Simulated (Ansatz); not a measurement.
# BaTe (Fm-3m) in Ansatz: a series of runs

Runs on BaTe. Level: PBEsol. Tasks: single point.

Everything below comes from runs of Ansatz 0.2.0. Logs are shortened: lines on timing, memory, paths and dates and some standing lists are left out, and cuts for length are marked.

## (1) The crystal as given

Symmetry: Fm-3m, No. 225, cubic system. The conventional cell has a = 6.820 Å, b = 6.820 Å, c = 6.820 Å, α = 90.00°, β = 90.00°, γ = 90.00°. Ba (site symmetry m-3m) is surrounded by 6 Te at 3.41 Å. Te (site symmetry m-3m) is surrounded by 6 Ba at 3.41 Å.

## (2) Single point, PBEsol, 37.27 Å³/atom (volume scaled by 0.94)

input.yaml reads:

```yaml
crystal:
  lattice:
    - [0.0, 3.3403886307, 3.3403886307]
    - [3.3403886307, 0.0, 3.3403886307]
    - [3.3403886307, 3.3403886307, 0.0]
  atoms:
    - { symbol: Ba, position: [0.0, 0.0, 0.0] }
    - { symbol: Te, position: [0.5, 0.5, 0.5] }
kpoints:
  mp_grid: { grid: [7, 7, 7] }
scf:
  occupations: { method: fermi_dirac, width: 0.05 }
hamiltonian:
  xc: pbesol
  pseudopotentials: { kind: all_electron, lapw: { basis_error: 0.0005 } }
output:
  forces: true
  stress: true
  eigenvalues: true
```

Potentials or basis: all-electron LAPW, scalar-relativistic.

On the command line:

```sh
$ ansatz run input.yaml --threads 1 --pin off --max-ram 3072MiB --backend cpu --events-out ev --progress --plain --runs-dir out
```

What it wrote:

```text
Warning: RAYON_NUM_THREADS=1 ignored (pool sized by the plan → 1); use --threads N
LAPW: plane waves up to 6.412 Å⁻¹, error target 5.0e-4 eV per atom; small_component_spin mean_spin; Te in spheres of 1.703 Å, 24 of its electrons in bands, Dirac shells []; Ba in spheres of 1.638 Å, 28 of its electrons in bands, Dirac shells [] (how accurate: hamiltonian.pseudopotentials.lapw.basis_error, Limitations)
Engine: ansatz 0.2.0, x86_64-unknown-linux-gnu
Pseudopotentials: kind: all_electron
Pseudopotential: Ba, LAPW, valence charge 28, lapw/all_electron/scalar/gaussian/Ba, Koelling and Harmon's equation, gaussian nucleus
Pseudopotential: Te, LAPW, valence charge 24, lapw/all_electron/scalar/gaussian/Te, Koelling and Harmon's equation, gaussian nucleus
Functional definition: PBEsol
  exchange = pbesol_x
  correlation = pbesol_c
Crystal: 2 atoms, lattice volume = 74.545 Å³
Basis set: ecut = 156.62581690309472 eV, 331 PW (Γ), exchange–correlation at level 2
Bands: 32, of which v1, the nominal top of the filled ones, is band 26 counted from 1 (25 counted from 0)
Symmetry: 48 space group operations
Space group: Fm-3m (ITA 225), of the structure as read, at distance tolerance 4.2e-5 Å
k-points: 20 of 343
Non-local potential: Ba, projectors of the file, none
Non-local potential: Te, projectors of the file, none
Initial density: superposition of atomic densities (chi_scale 0.1, normalization cell, long waves kept (reshape's long-wave potential 0.00 eV rms))
Initial wavefunctions: plane waves of lowest kinetic energy (no species holds an atomic orbital)
Functional: x = pbesol(κ = 0.804, μ = 0.12345679012345678), c = pbesol(β = 0.046)
iter 1 solved again at ethr=6.43e-4 eV; its pass at ethr=1.00e-1 eV (dr2=3.34e-1 eV) is discarded
SCF iter   1: F=—  HF=-406094.857862 eV  |F-HF|=—  |Δ(HF+E_count)|=         —  Δρ=1.40e-2  dr2=3.34e-1  ethr=6.43e-4  ⟨swp⟩=2.5  Hψ=4068  notcnv=0
preconditioner: auto → none  [insulator: Δε(μ)=1.510 eV  Ē_g=12.135 eV  σ=0.050 eV  W_gap=1.00  n_scr=14 (ndim 8)  ℏωp=16.1 eV  f_vac=0.000  D(μ)=0.00/eV (n_scr^D=0)  ε∞_Penn≈2.8]
iter 2 solved again at ethr=5.88e-5 eV; its pass at ethr=6.43e-4 eV (dr2=3.06e-2 eV) is discarded
SCF iter   2: F=—  HF=-406094.789684 eV  |F-HF|=—  |Δ(HF+E_count)|=   6.82e-2  Δρ=4.65e-3  dr2=3.05e-2  ethr=5.88e-5  ⟨swp⟩=2.0  Hψ=3473  notcnv=0
SCF iter   3: F=—  HF=-406094.791538 eV  |F-HF|=—  |Δ(HF+E_count)|=   1.85e-3  Δρ=2.02e-3  dr2=6.94e-3  ethr=5.87e-5  ⟨swp⟩=2.0  Hψ=2158  notcnv=0
SCF iter   4: F=—  HF=-406094.791460 eV  |F-HF|=—  |Δ(HF+E_count)|=         —  Δρ=2.68e-4  dr2=8.35e-5  ethr=1.33e-5  ⟨swp⟩=2.0  Hψ=2051  notcnv=0
the basis was enlarged: its passes take 113.4 KiB over the memory plan, 1 of 1 planned eigensolver slots
SCF iter   5: F=—  HF=-406094.791556 eV  |F-HF|=—  |Δ(HF+E_count)|=   9.62e-5  Δρ=4.71e-5  dr2=1.55e-6  ethr=1.61e-7  ⟨swp⟩=3.0  Hψ=2108  notcnv=0
SCF iter   6: F=-406094.791560 eV  HF=-406094.791560 eV  |F-HF|=5.82e-10  |Δ(HF+E_count)|=   3.47e-6  Δρ=6.08e-6  dr2=1.81e-8  ethr=2.99e-9  ⟨swp⟩=3.0  Hψ=2166  notcnv=0
SCF 1 converged in 6 iterations: F = -406094.791560 eV  dr2 = 1.81e-8
SCF converged after 6 iterations
Free energy (F): -406094.791560 eV
Harris-Foulkes:  -406094.791560 eV  (|F-HF|=5.82e-10)
Internal energy: -406094.791560 eV  (E = F + TS)
E sigma→0 (E₀):  -406094.791560 eV
Entropy (-TS):   -0.000000 eV (-0.000 meV/atom)
Fermi energy:    10.893024 eV
--- Per-component energies (eV) ---
  E_band       = -3257.232345
  E_kinetic    = 430932.469120
  E_xc         = -10020.480545
  E_electrostatic = -827006.780135  (all electrons and nuclei)
  E_smearing   = -0.000000  (= −TS)
  E_closure    = 0.000000  (closes the sum)
  E_atoms      = -406085.691436  (free atoms, spherical and without spin; not in F)
  Σ components = -406094.791560   (vs F -406094.791560, Δ=0.00e0)
  Basis errors (estimates in eV, not in F): energy 2.2e-4 per atom: plane waves 2.1e-4 (1.1e-4 summed), levels above the bands 2.0e-50, relativity 2.8e-9, radial functions 1.8e-5, core shells 8.5e-12; eigenvalues (radial functions only) 7.2e-7; not estimated: angular momenta, meshes, grids; target (lapw.basis_error) 5.0e-4; muffin-tin radii Te 1.703 Å, Ba 1.638 Å
--- Forces (eV/Å), atoms counted from 1 ---
  atom   1  Ba    -0.00000000     0.00000000    -0.00000000
  atom   2  Te     0.00000000    -0.00000000    -0.00000000
  max |Σ_I F_I| component: 2.24e-30 eV/Å
--- Stress (GPa, compression-positive) ---
        4.755378       0.000000       0.000000
        0.000000       4.755378       0.000000
        0.000000       0.000000       4.755378
  P = ⅓ Tr σ = 4.7554 GPa (47.554 kbar)
--- Band table (eV; the first three rows and the last of 20) ---
  k-point 0: bands = ["-225.7132", "-162.9303", "-162.9303", "-162.9303", "-147.1122", "-97.2175", "-97.2175", "-97.2175", "-71.8642", "-71.8642", "-71.8642", "-71.8560", "-71.8560", "-24.6845", "-24.6845", "-24.6706", "-24.6706", "-24.6706", "-16.2303", "-1.4085", "-1.4085", "-1.4085", "0.4459", "10.2922", "10.2922", "10.2922", "13.1362", "13.1362", "13.1362", "13.7243", "13.9489", "13.9489"]
  k-point 1: bands = ["-225.7132", "-162.9303", "-162.9303", "-162.9303", "-147.1122", "-97.2175", "-97.2175", "-97.2175", "-71.8642", "-71.8642", "-71.8642", "-71.8560", "-71.8560", "-24.6846", "-24.6846", "-24.6706", "-24.6706", "-24.6706", "-16.2248", "-1.6226", "-1.4110", "-1.4110", "0.7306", "9.5635", "9.9229", "9.9229", "13.1809", "13.4212", "13.4212", "14.6181", "14.6227", "14.6227"]
  k-point 2: bands = ["-225.7132", "-162.9303", "-162.9303", "-162.9303", "-147.1122", "-97.2175", "-97.2175", "-97.2175", "-71.8642", "-71.8642", "-71.8642", "-71.8560", "-71.8560", "-24.6846", "-24.6846", "-24.6705", "-24.6704", "-24.6704", "-16.2123", "-1.9800", "-1.4167", "-1.4167", "1.2615", "8.4672", "9.3296", "9.3296", "13.4548", "14.1746", "14.1746", "16.1176", "16.1483", "16.1483"]
  k-point 19: bands = ["-225.7132", "-162.9303", "-162.9303", "-162.9303", "-147.1122", "-97.2175", "-97.2175", "-97.2175", "-71.8642", "-71.8642", "-71.8642", "-71.8560", "-71.8560", "-24.6851", "-24.6845", "-24.6705", "-24.6703", "-24.6701", "-16.1907", "-1.8303", "-1.6928", "-1.5640", "1.1343", "8.7120", "9.3047", "9.3338", "13.3699", "14.3100", "15.7745", "16.1762", "16.3452", "18.1882"]
```

Run time: 7.4 s. Hardware: 1 thread of AMD EPYC 7R43 (Zen 3), shared host; peak memory 0.33 GiB.

Results:

* Free energy: -406094.7916 eV
* Pressure: 4.8 GPa
* Band gap on the k mesh: 1.23 eV, indirect (least direct gap 1.56 eV)

Caveat: spin-orbit coupling is left out, which moves the levels of the heavy elements; an odd mesh through Γ misses points on the zone boundary, where band edges often lie.

## (3) Single point, PBEsol, 38.07 Å³/atom (volume scaled by 0.96)

input.yaml: that of step 2 with these lines changed.

```diff
@@ -2,5 +2,5 @@
   lattice:
-    - [0.0, 3.3403886307, 3.3403886307]
-    - [3.3403886307, 0.0, 3.3403886307]
-    - [3.3403886307, 3.3403886307, 0.0]
+    - [0.0, 3.3639132694, 3.3639132694]
+    - [3.3639132694, 0.0, 3.3639132694]
+    - [3.3639132694, 3.3639132694, 0.0]
   atoms:
```

Potentials or basis: all-electron LAPW, scalar-relativistic.

On the command line:

```sh
$ ansatz run input.yaml --threads 1 --pin off --max-ram 3072MiB --backend cpu --events-out ev --progress --plain --runs-dir out
```

It took 6.5 s on 1 thread of AMD EPYC 7R43 (Zen 3), shared host; peak memory 0.32 GiB.

It converged, with:

* Free energy: -406094.8334 eV
* Pressure: 3.7 GPa
* Band gap on the k mesh: 1.29 eV, indirect (least direct gap 1.63 eV)

Caveat: spin-orbit coupling is left out, which moves the levels of the heavy elements; an odd mesh through Γ misses points on the zone boundary, where band edges often lie.

## (4) Single point, PBEsol, 38.86 Å³/atom (volume scaled by 0.98)

input.yaml: that of step 3 with these lines changed.

```diff
@@ -2,5 +2,5 @@
   lattice:
-    - [0.0, 3.3639132694, 3.3639132694]
-    - [3.3639132694, 0.0, 3.3639132694]
-    - [3.3639132694, 3.3639132694, 0.0]
+    - [0.0, 3.3871134044, 3.3871134044]
+    - [3.3871134044, 0.0, 3.3871134044]
+    - [3.3871134044, 3.3871134044, 0.0]
   atoms:
```

On the command line:

```sh
$ ansatz run input.yaml --threads 1 --pin off --max-ram 3072MiB --backend cpu --events-out ev --progress --plain --runs-dir out
```

Run time: 7.3 s. Hardware: 1 thread of AMD EPYC 7R43 (Zen 3), shared host; peak memory 0.32 GiB.

The run converged. Its results:

| Quantity | Value |
| --- | --- |
| Free energy | -406094.8653 eV |
| Pressure | 2.8 GPa |
| Band gap on the k mesh | 1.34 eV, indirect (least direct gap 1.69 eV) |

Caveat: spin-orbit coupling is left out, which moves the levels of the heavy elements; an odd mesh through Γ misses points on the zone boundary, where band edges often lie.

## (5) Single point, PBEsol, 39.65 Å³/atom

input.yaml: that of step 4 with these lines changed.

```diff
@@ -2,5 +2,5 @@
   lattice:
-    - [0.0, 3.3871134044, 3.3871134044]
-    - [3.3871134044, 0.0, 3.3871134044]
-    - [3.3871134044, 3.3871134044, 0.0]
+    - [0.0, 3.41, 3.41]
+    - [3.41, 0.0, 3.41]
+    - [3.41, 3.41, 0.0]
   atoms:
```

On the command line:

```sh
$ ansatz run input.yaml --threads 1 --pin off --max-ram 3072MiB --backend cpu --events-out ev --progress --plain --runs-dir out
```

It took 7.1 s on 1 thread of AMD EPYC 7R43 (Zen 3), shared host; peak memory 0.33 GiB.

Results (log left out):

```yaml
Free_energy: -406094.8884 eV
Pressure: 1.9 GPa
Band_gap_on_the_k_mesh: 1.39 eV, indirect (least direct gap 1.74 eV)
```

Caveat: spin-orbit coupling is left out, which moves the levels of the heavy elements; an odd mesh through Γ misses points on the zone boundary, where band edges often lie.

## (6) Single point, PBEsol, 40.44 Å³/atom (volume scaled by 1.02)

input.yaml: that of step 5 with these lines changed.

```diff
@@ -2,5 +2,5 @@
   lattice:
-    - [0.0, 3.41, 3.41]
-    - [3.41, 0.0, 3.41]
-    - [3.41, 3.41, 0.0]
+    - [0.0, 3.4325834396, 3.4325834396]
+    - [3.4325834396, 0.0, 3.4325834396]
+    - [3.4325834396, 3.4325834396, 0.0]
   atoms:
```

Potentials or basis: all-electron LAPW, scalar-relativistic.

On the command line:

```sh
$ ansatz run input.yaml --threads 1 --pin off --max-ram 3072MiB --backend cpu --events-out ev --progress --plain --runs-dir out
```

Wall time 6.8 s (1 thread of AMD EPYC 7R43 (Zen 3), shared host); peak memory 0.31 GiB.

Results (log left out):

* Free energy: -406094.9035 eV
* Pressure: 1.2 GPa
* Band gap on the k mesh: 1.44 eV, indirect (least direct gap 1.79 eV)

Caveat: spin-orbit coupling is left out, which moves the levels of the heavy elements; an odd mesh through Γ misses points on the zone boundary, where band edges often lie.

## (7) Single point, PBEsol, 41.24 Å³/atom (volume scaled by 1.04)

input.yaml: that of step 6 with these lines changed.

```diff
@@ -2,5 +2,5 @@
   lattice:
-    - [0.0, 3.4325834396, 3.4325834396]
-    - [3.4325834396, 0.0, 3.4325834396]
-    - [3.4325834396, 3.4325834396, 0.0]
+    - [0.0, 3.454873567, 3.454873567]
+    - [3.454873567, 0.0, 3.454873567]
+    - [3.454873567, 3.454873567, 0.0]
   atoms:
```

On the command line:

```sh
$ ansatz run input.yaml --threads 1 --pin off --max-ram 3072MiB --backend cpu --events-out ev --progress --plain --runs-dir out
```

Wall time 8.4 s (1 thread of AMD EPYC 7R43 (Zen 3), shared host); peak memory 0.33 GiB.

Results (log left out):

```yaml
Free_energy: -406094.9114 eV
Pressure: 0.5 GPa
Band_gap_on_the_k_mesh: 1.48 eV, indirect (least direct gap 1.84 eV)
```

Caveat: spin-orbit coupling is left out, which moves the levels of the heavy elements; an odd mesh through Γ misses points on the zone boundary, where band edges often lie.

## (8) Single point, PBEsol, 42.03 Å³/atom (volume scaled by 1.06)

input.yaml: that of step 7 with these lines changed.

```diff
@@ -2,5 +2,5 @@
   lattice:
-    - [0.0, 3.454873567, 3.454873567]
-    - [3.454873567, 0.0, 3.454873567]
-    - [3.454873567, 3.454873567, 0.0]
+    - [0.0, 3.4768797245, 3.4768797245]
+    - [3.4768797245, 0.0, 3.4768797245]
+    - [3.4768797245, 3.4768797245, 0.0]
   atoms:
```

On the command line:

```sh
$ ansatz run input.yaml --threads 1 --pin off --max-ram 3072MiB --backend cpu --events-out ev --progress --plain --runs-dir out
```

Wall time 7.8 s (1 thread of AMD EPYC 7R43 (Zen 3), shared host); peak memory 0.32 GiB.

The run converged. Its results:

- Free energy: -406094.9128 eV
- Pressure: -0.2 GPa
- Band gap on the k mesh: 1.52 eV, indirect (least direct gap 1.88 eV)

Caveat: spin-orbit coupling is left out, which moves the levels of the heavy elements; an odd mesh through Γ misses points on the zone boundary, where band edges often lie.

## (9) The reference run

An earlier run on the cell as given: functional PBEsol; potentials or basis all-electron LAPW, scalar-relativistic; cutoff 136 eV (chosen from the basis error); basis error allowed 0.001 eV/atom; k mesh 7 × 7 × 7; occupations fermi-dirac, width 0.05 eV; no spin polarisation.

- Pressure: 1.9 GPa
- Band gap on the k mesh: 1.39 eV, indirect (least direct gap 1.74 eV)
- Loewdin charges: Ba +1.57; Te -1.26 e
